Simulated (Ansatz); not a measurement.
# TaC: the cost of one run

Program: Ansatz 0.2.0. Level of theory: DFT, PBEsol, plane-wave PAW, default files, scalar-relativistic. These are calculated values, not measurements.

**1. The system as given**

Symmetry: Fm-3m, No. 225, cubic system. The conventional cell has a = 4.490 Å, b = 4.490 Å, c = 4.490 Å, α = 90.00°, β = 90.00°, γ = 90.00°. Around Ta (site symmetry m-3m) lie 6 C at 2.25 Å. C (site symmetry m-3m) is surrounded by 6 Ta at 2.25 Å.

Structure file:

```cif
data_structure
_symmetry_space_group_name_H-M 'Fm-3m'
_symmetry_Int_Tables_number 225
_cell_length_a 4.4900
_cell_length_b 4.4900
_cell_length_c 4.4900
_cell_angle_alpha 90.000
_cell_angle_beta 90.000
_cell_angle_gamma 90.000
_cell_volume 90.52
loop_
_atom_site_label
_atom_site_type_symbol
_atom_site_symmetry_multiplicity
_atom_site_Wyckoff_symbol
_atom_site_fract_x
_atom_site_fract_y
_atom_site_fract_z
_atom_site_occupancy
Ta1 Ta 4 a 0.00000 0.00000 0.00000 1
C1 C 4 b 0.50000 0.00000 0.00000 1
```

The earlier run gave: no gap over 0.1 eV on the mesh, largest force 0.000 eV/Å, pressure -3.0 GPa.

Site by site (atoms counted from 1):

| site | atoms | first shell | V_zz (10²¹ V/m²) | η | C_Q (MHz) |
| --- | --- | --- | --- | --- | --- |
| Ta | 1 | 6 C at 2.25 Å | 0.00 | – | 0 (¹⁸¹Ta) |
| C | 2 | 6 Ta at 2.25 Å | 0.00 | – | – |

Conventions: |V_zz| ≥ |V_yy| ≥ |V_xx|, η = (V_xx − V_yy)/V_zz, C_Q = eQV_zz/h. Nuclear quadrupole moments: year-2017 set (Pyykkö). A dash under C_Q marks elements without a common quadrupolar isotope.

**2. Functional PBEsol at the relaxed positions**

Input file input.yaml:

```yaml
crystal:
  lattice:
    - [0.0, 2.245, 2.245]
    - [2.245, 0.0, 2.245]
    - [2.245, 2.245, 0.0]
  atoms:
    - { symbol: Ta, position: [0.0, 0.0, 0.0], spin: 1.0 }
    - { symbol: C, position: [0.5, 0.5, 0.5] }
magnetization:
  spin_polarized: true
kpoints:
  mp_grid: { grid: [18, 18, 18] }
scf:
  occupations: { method: fermi_dirac, width: 0.05 }
hamiltonian:
  xc: pbesol
  pseudopotentials: { kind: paw }
output:
  forces: true
  stress: true
  populations: true
  efg: { quadrupole_moments_barn: { Ta: 3.17 }, contact_densities: true }
```

Command:

```sh
> ansatz run input.yaml --threads 1 --pin off --max-ram 3072MiB --backend cpu --events-out ev --progress --plain --runs-dir out
```

**Question.** How long does this run take on 1 thread of Intel Xeon Platinum 8259CL at 2.50GHz (Skylake/Cascade Lake), shared host, and how much memory does it need?

About 16 s, with a peak of 0.52 GiB.
